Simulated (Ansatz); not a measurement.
Convergence test, Hf2N

Theory: DFT PBEsol, scalar-relativistic, plane waves, PAW in Ansatz 0.2.0.

```
CELL_PARAMETERS angstrom
5.36940 0.06761 -0.01008
0.06761 5.34101 -0.02194
-0.00615 -0.01339 3.27972
ATOMIC_POSITIONS crystal
Hf 0.30514 0.31552 0.00229
Hf 0.71498 0.70473 0.99322
Hf 0.79143 0.20864 0.48451
Hf 0.20563 0.80248 0.50196
N 0.00258 0.00491 0.98263
N 0.50186 0.50260 0.52120
```

```json
{
 "Γ-centred k-mesh": "6×6×8",
 "occupation rule": "Gaussian smearing, 0.1 eV",
 "spin treatment": "unpolarised",
 "valence charge of the PAW sets": "Hf 26, N 5"
}
```

The atoms stay fixed while the plane-wave cutoff is varied. ΔE is the energy extrapolated to zero smearing, less that of the reference run (600 eV). The cell was strained and its atoms displaced at random, so that forces don't vanish. Spin–orbit coupling is left out. Pressure is positive in compression and holds a correction for the finite cutoff (Pulay stress).

Times are rough; the reference took 3.6 min on 1 thread of Arm Neoverse V1, with other jobs on the host, peak memory 1.2 GiB.

Problem. Tried: 200, 250, 300, 350, 420, 600 eV. From which plane-wave cutoff on does the energy per atom stay within 100, 10 and 1 meV of the reference?

Solution. 350 for 100 meV, 420 for 10 meV, none but the reference for 1 meV. The reference itself isn't shown to be converged. At 420 eV, where the energy is within 10 meV, force components already agree to within 0.001 eV/Å, where the largest force is 1.321 eV/Å.

```csv
cutoff (eV),ΔE (meV/atom),P (GPa),largest change of a force component (eV/Å),plane waves at Γ,wall time (s)
200,4841,-7.56,0.454,607,49
250,973,-6.79,0.042,829,68
300,153,-6.33,0.011,1121,77
350,27.6,-6.24,0.019,1383,100
420,2.66,-6.21,0.001,1847,130
600,0.00,-6.23,0.000,3157,210
```